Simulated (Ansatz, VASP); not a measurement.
Al: VASP beside Ansatz

The input INCAR:

```
ALGO     = Normal         # electronic algorithm
EDIFF    = 1E-7           # SCF threshold, eV
ENCUT    = 520            # plane-wave cutoff, eV
GGA      = PS             # functional
ISIF     = 2              # what is computed and relaxed
ISMEAR   = -1             # smearing method
LASPH    = True           # aspherical terms in the spheres
LCHARG   = False          # write CHGCAR
LREAL    = False          # projectors in reciprocal space
LWAVE    = False          # write WAVECAR
NBANDS   = 10             # bands
NELM     = 80             # most SCF steps
PREC     = Accurate       # precision mode
SIGMA    = 0.05           # smearing width, eV
```

KPOINTS

```
k-points
0
Gamma
  10 10 10
```

Contents of POSCAR:

```
Al
1.0
    0.0000000000      2.7415165562      2.7415165562
    2.7415165562      0.0000000000      2.7415165562
    2.7415165562      2.7415165562      0.0000000000
Al
2
Direct
   -0.2150000000     -0.0950000000     -0.0950000000
    0.2150000000      0.0950000000      0.0950000000
```

Input for Ansatz:

```yaml
crystal:
  lattice:
    - [0.0, 2.7415165562, 2.7415165562]
    - [2.7415165562, 0.0, 2.7415165562]
    - [2.7415165562, 2.7415165562, 0.0]
  atoms:
    - { symbol: Al, position: [-0.215, -0.095, -0.095] }
    - { symbol: Al, position: [0.215, 0.095, 0.095] }
kpoints:
  mp_grid: { grid: [10, 10, 10] }
scf:
  occupations: { method: fermi_dirac, width: 0.05 }
hamiltonian:
  xc: pbesol
  pseudopotentials: { kind: all_electron, lapw: { basis_error: 0.001 } }
output:
  forces: true
  stress: true
  eigenvalues: true
  populations: true
```

Change from the starting cell: shortest bond scaled by 0.76, LAPW.

Alike in both runs: task single point; functional PBEsol; k mesh 10 × 10 × 10; occupations fermi-dirac, width 0.05 eV; no spin polarisation.

```csv
,VASP,Ansatz
version,VASP 6.6.1,Ansatz 0.2.0
potentials or method,"VASP PAW PBE potentials, release 64 (Al)","all-electron LAPW, scalar-relativistic"
plane-wave cutoff (eV),520,see its input
```

```csv
,VASP,Ansatz,Ansatz less VASP
pressure (GPa),35.3,35.0,-0.35
largest component of the traceless stress (GPa),36.36,36.22,-0.144
rms of the force components (eV/Å),8.519,8.495,-0.0246
```

Atom by atom the forces differ by 0.025 eV/Å (rms over components). Ansatz ran all-electron here, so the differences hold the error of VASP's frozen core and of both bases.

Caveats: so large a pressure means that the cell lies far from this level's equilibrium, or that cutoff or potentials fall short (VASP); the potentials were made for another functional, which shifts forces and pressure (VASP).
